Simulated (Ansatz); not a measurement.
# A strain series on AlN (rocksalt): xy shear, engineering strain (angle)

AlN (rocksalt), relaxed with r2SCAN in the plane-wave code Ansatz, then strained (xy shear, engineering strain (angle); angles, axes as in the cell below) with the atoms relaxed again within the symmetry that is left. Space group Fm-3m (No. 225), cubic; conventional cell a = 4.038 Å, 8.23 Å³ an atom. Al is surrounded by 6 N at 2.02 Å; N is surrounded by 6 Al at 2.02 Å. No spin polarisation. The prototype was imposed, so other structures may be more stable.

```yaml
crystal:
  lattice:
    - [0.00000, 2.01887, 2.01887]
    - [2.01887, 0.00000, 2.01887]
    - [2.01887, 2.01887, 0.00000]
  atoms:
    - { symbol: Al, position: [0.00000, 0.00000, 0.00000] }
    - { symbol: N, position: [0.50000, 0.50000, 0.50000] }
```

Gaps are the least over each mesh (PBE 10×10×10, r2SCAN 10×10×10, HSE06 8×8×8 when unstrained) and the special points, which keep their unstrained names; stress is the change from the unstrained cell, compression positive.

| strain (%) | gap, PBE (eV) | gap, r2SCAN (eV) | gap, HSE06 (eV) | edges, HSE06 | xy stress, r2SCAN (GPa) | energy rise, r2SCAN (meV/atom) |
| --- | --- | --- | --- | --- | --- | --- |
| -2.46 | 4.293 | 5.099 | 5.659 | Γ → X | +8.33 | 5.3 |
| -2.29 | 4.327 | 5.136 | 5.696 | Γ → X | +7.76 | 4.6 |
| 0.0 | 4.669 | 5.522 | 6.083 | Γ → X | 0.00 | 0.0 |
| +2.56 | 4.272 | 5.076 | 5.636 | Γ → X | -8.67 | 5.7 |

**Question.** Estimate the row for a strain of +1.0 %.

**Answer.**

| strain (%) | gap, PBE (eV) | gap, r2SCAN (eV) | gap, HSE06 (eV) | edges, HSE06 | xy stress, r2SCAN (GPa) | energy rise, r2SCAN (meV/atom) |
| --- | --- | --- | --- | --- | --- | --- |
| +1.0 | 4.557 | 5.395 | 5.955 | Γ → X | -3.39 | 0.9 |

The meshes of the hybrids are coarse, so their gaps aren't converged to the digits shown.
